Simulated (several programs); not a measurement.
C in the diamond structure, relaxed with r2SCAN in Ansatz, was computed with several methods. Space group Fd-3m (No. 227), cubic; conventional cell a = 3.560 Å, 5.64 Å³ an atom. C has 4 C at 1.54 Å. Calculated for a static, non-magnetic cell.

```
C
1.0
     0.00000    1.78012    1.78012
     1.78012    0.00000    1.78012
     1.78012    1.78012    0.00000
C
2
Direct
  0.00000 0.00000 0.00000
  0.25000 0.25000 0.25000
```

Gaps and times are for a single point on this cell; volume and bulk modulus come from each method's own relaxation or energy curve at fixed shape. Times are rough, from shared hosts (Arm Neoverse V1; Intel Xeon Platinum 8259CL CPU @ 2.50GHz; NVIDIA H100 80GB HBM3), and each method has its own mesh and cell size. Gaps from k meshes are read at a limited set of points (mesh, symmetry points, PBE's band edges), so each method's own least gap may be somewhat smaller. Force fields have no electrons; where one was fitted to this phase, its volume and modulus reflect the fit. Minimal bases can be far off for gaps. Times of the plane-wave ladder aren't listed, since it ran on unlike processors and cards. GLLB-SC's gap includes the derivative discontinuity. G0W0 is at finite bands, cutoff and mesh. d marks a direct gap, i an indirect one (no mark: not told apart), a dash a value that wasn't computed or didn't pass its checks.

```tsv
method	kind	gap (eV)	own volume (Å³/atom)	bulk modulus (GPa)	atoms computed	processor time
PBEsol	semilocal	–	5.61	–	2	–
SiCGe.tersoff (LAMMPS)	force field	–	5.67	426	2	0.14 s
SiC_Erhart-Albe.tersoff (LAMMPS)	force field	–	5.67	446	2	0.15 s
BNC.tersoff (LAMMPS)	force field	–	6.05	369	2	0.15 s
CH.rebo (LAMMPS)	force field	–	5.67	442	2	0.17 s
light PBE (260 eV and a coarse mesh)	light plane-wave	4.18 i	–	–	2	0.34 s
PBE	semilocal	4.15 i	5.69	432	2	–
LDA	semilocal	4.11 i	5.51	–	2	–
r2SCAN	semilocal	4.36 i	5.64	451	2	–
G0W0@LDA (140 eV screening cutoff)	many-body	5.40	–	–	2	–
GLLB-SC (GPAW)	model potential	5.37	–	–	2	5.1 s
non-self-consistent DFTB (CP2K)	tight binding	6.92 d	–	–	2	7.6 s
PBE/single zeta (GPAW)	small basis	5.78 i	–	–	2	11 s
PBE/SZV (CP2K)	small basis	6.48 d	5.76	478	2	14 s
G0W0@PBE (260 eV screening cutoff)	many-body	5.53	–	–	2	–
G0W0@PBE0 (180 eV screening cutoff)	many-body	6.01	–	–	2	–
LC-ωPBE	hybrid	10.64 i	–	–	2	–
G0W0@HSE06 (180 eV screening cutoff)	many-body	5.87	–	–	2	–
G0W0@r2SCAN (180 eV screening cutoff)	many-body	5.60	–	–	2	–
PBE0	hybrid	6.05 i	–	–	2	–
PBE/DZVP (CP2K)	small basis	4.28 i	5.71	432	2	42 s
HSE06	hybrid	5.30 i	5.57	–	2	–
r2SCAN0	hybrid	6.15 i	–	–	2	–
DDH-PBE0	hybrid	5.44 i	–	–	2	–
```

Problem. How far from the measured values lie the methods that can be set against them?

Solution.
- Band gap, measured 5.47 eV: light PBE (260 eV and a coarse mesh) -1.29 eV, PBE -1.32 eV, LDA -1.36 eV, r2SCAN -1.11 eV, G0W0@LDA (140 eV screening cutoff) -0.07 eV, GLLB-SC (GPAW) -0.10 eV, non-self-consistent DFTB (CP2K) +1.45 eV, PBE/single zeta (GPAW) +0.31 eV, PBE/SZV (CP2K) +1.01 eV, G0W0@PBE (260 eV screening cutoff) +0.06 eV, G0W0@PBE0 (180 eV screening cutoff) +0.54 eV, LC-ωPBE +5.17 eV, G0W0@HSE06 (180 eV screening cutoff) +0.40 eV, G0W0@r2SCAN (180 eV screening cutoff) +0.13 eV, PBE0 +0.58 eV, PBE/DZVP (CP2K) -1.19 eV, HSE06 -0.17 eV, r2SCAN0 +0.68 eV, DDH-PBE0 -0.03 eV.
- Bulk modulus, measured 443 GPa: SiCGe.tersoff (LAMMPS) -3.9 %, SiC_Erhart-Albe.tersoff (LAMMPS) +0.7 %, BNC.tersoff (LAMMPS) -16.6 %, CH.rebo (LAMMPS) -0.2 %, PBE -2.4 %, r2SCAN +1.7 %, PBE/SZV (CP2K) +7.8 %, PBE/DZVP (CP2K) -2.5 %.
- Volume, measured 5.673 Å³ an atom: PBEsol -1.1 %, SiCGe.tersoff (LAMMPS) -0.1 %, SiC_Erhart-Albe.tersoff (LAMMPS) -0.1 %, BNC.tersoff (LAMMPS) +6.7 %, CH.rebo (LAMMPS) -0.1 %, PBE +0.4 %, LDA -2.9 %, r2SCAN -0.6 %, PBE/SZV (CP2K) +1.5 %, PBE/DZVP (CP2K) +0.7 %, HSE06 -1.8 %.
The calculations are for a static lattice; samples hold vibrations, temperature and, in optical gaps, excitons. A measured value is shown where most reports agree with it, and only for the quantities listed. Sources: 5.47 eV (experimental band gap used as input; “Enhanced Electron Emission Performance and Air‐Surface Stability in ScO‐Terminated Diamond for Thermionic Energy Converters”; Literature experimental gap used as input, no source or temperature given; indirect gap of diamond; 2024; pmc:11600692); 443 GPa (bulk modulus of diamond, quoted experimental value; “Strain broadening of the 1042-nm zero-phonon line of the NV- center in diamond: a promising spectroscopic tool for defect tomography”; passing remark in the paper's DFT part; literature experimental value with no source or temperature given; 2017; arxiv:1701.05631); 5.673 Å³ an atom (from the lattice constants; cubic a, reference diffraction card; “Characterization of the Materials Synthesized by High Pressure-High Temperature Treatment of a Polymer Derived t-BC2N Ceramic”; Reference diffraction card value, not measured in this work; 2011; pmc:5448883).
